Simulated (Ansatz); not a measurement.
**Sc under changes of volume**

One of the cells (24.353 Å³/atom); the others are scaled copies at fixed shape and fractional positions:

```
Sc
1.0
     3.20196    0.00000    0.00000
     1.50211    2.84414    0.00000
     1.54899    0.92645    2.67418
Sc
1
Direct
  0.00000 0.00000 0.00000
```

This isn't the form of Sc at room conditions, which is hcp.

```yaml
Program: Ansatz 0.2.0
Functional: PBE
Potentials_or_basis: all-electron LAPW, scalar-relativistic
Cutoff: 186 eV (chosen from the basis error)
Basis_error_allowed: 0.0005 eV/atom
k_mesh: 10 × 10 × 10
Occupations: fermi-dirac, width 0.05 eV
Spin: no spin polarisation
```

```csv
volume (Å³/atom),energy over the lowest point (meV/atom),pressure (GPa)
22.892,22.19,4.3
23.379,11.28,3.0
23.866,4.15,1.8
24.353,0.49,0.7
24.840,0.00,-0.3
25.327,2.45,-1.2
25.815,?,?
```

Task: What does the run at 25.815 Å³/atom give?

Result: Energy over the lowest point 7.63 meV/atom; pressure -2.1 GPa.

Worked out: A Birch-Murnaghan fit of order 3 (a polynomial in V^(-2/3)) to the other rows has its minimum at 24.67 Å³/atom with B0 = V·E''(V) = 50 GPa and B' = 3.3 at fixed shape and positions, which overstates the stiffness. It gives 7.59 meV/atom at 25.815 Å³/atom, against the run's 7.63, and -dE/dV = -2.1 GPa, against -2.1.

Energies are extrapolated to zero smearing.
